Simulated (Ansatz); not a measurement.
# C and the effect of the functional

The cell as given:

Symmetry: Pm-3m, No. 221, cubic system. Conventional cell: a = 2.620 Å, b = 2.620 Å, c = 2.620 Å, α = 90.00°, β = 90.00°, γ = 90.00°. C (site symmetry 4/mmm) is surrounded by 8 C at 1.85 Å.

This isn't the form of C at room conditions, which is graphite.

Kept alike: task relaxation of cell and atoms; k mesh 10 × 10 × 10; occupations fermi-dirac, width 0.05 eV; no spin polarisation. Program: Ansatz, Ansatz PAW, cutoff 420 eV. The mesh is that of the run's cell of 3 atoms. No spin-orbit coupling.

```csv
functional,volume (Å³/atom)
BLYP,6.751
LDA,5.611
PBE,6.093
PBEsol,5.759
RPBE,6.274
revPBE,6.234
```

The relaxations keep at least the cell's symmetry (Pm-3m). For a metal such a mesh leaves the last digits unconverged. Relaxations stop with a little pressure left, so the last digits of a volume or edge aren't settled. Ansatz's relaxations hold a Pulay term in the stress (up to 1.5 GPa here). All rows use potentials made for PBE.

The volume runs from 5.611 (LDA) to 6.751 Å³/atom (BLYP). From PBE: BLYP +0.658; LDA -0.482; PBEsol -0.334; RPBE +0.181; revPBE +0.141.
